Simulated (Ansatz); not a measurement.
The system is Ta2N.

```
CELL_PARAMETERS angstrom
3.11286 0.00000 0.00000
-1.55643 2.69582 0.00000
0.00000 0.00000 4.86984
ATOMIC_POSITIONS crystal
Ta 0.33333 0.66667 0.25471
Ta 0.66667 0.33333 0.74529
N 0.00000 0.00000 0.00000
```

The cell comes from a database or a generator and needn't be the stable form of this composition.

| Property | Result |
| --- | --- |
| Program | Ansatz 0.2.0 |
| Task | relaxation of cell and atoms |
| Functional | r2SCAN |
| Dispersion | rVV10 |
| Potentials or basis | Ansatz PAW |
| Cutoff | 500 eV (not typed: the program's choice for these potentials) |
| k mesh | 10 × 10 × 6 |
| Occupations | fermi-dirac, width 0.05 eV |
| Spin | no spin polarisation |

At the start: volume 13.62 Å³/atom.

Q: Where does the relaxation end?

A: It ends after 6 steps and the volume is 13.26 Å³/atom (-2.7 %); space group P-3m1 (No. 164, to 0.05 Å).

Step by step:
```
step  energy change (eV)  largest force (eV/Å)  volume (Å³)
   1              0.0000                0.0964        40.87
   2             -0.0295                0.0018        40.05
   3             -0.0326                0.0056        39.73
   4             -0.0326                0.0017        39.77
   5             -0.0326                0.0001        39.77
   6             -0.0321                0.0002        39.77
```

Final structure:
```yaml
crystal:
  lattice:
    - [3.06332, 0.00000, 0.00000]
    - [-1.53166, 2.65291, 0.00000]
    - [0.00000, 0.00000, 4.89424]
  atoms:
    - { symbol: Ta, position: [0.33333, 0.66667, 0.25754] }
    - { symbol: Ta, position: [0.66667, 0.33333, 0.74246] }
    - { symbol: N, position: [0.00000, 0.00000, 0.00000] }
```

Caveat: the plane-wave basis is chosen anew once the cell has moved, so the energies of steps on either side of that aren't comparable; the PAW data sets come from PBE, with cores solved anew for the run's functional, which leaves a small shift of forces and pressure.
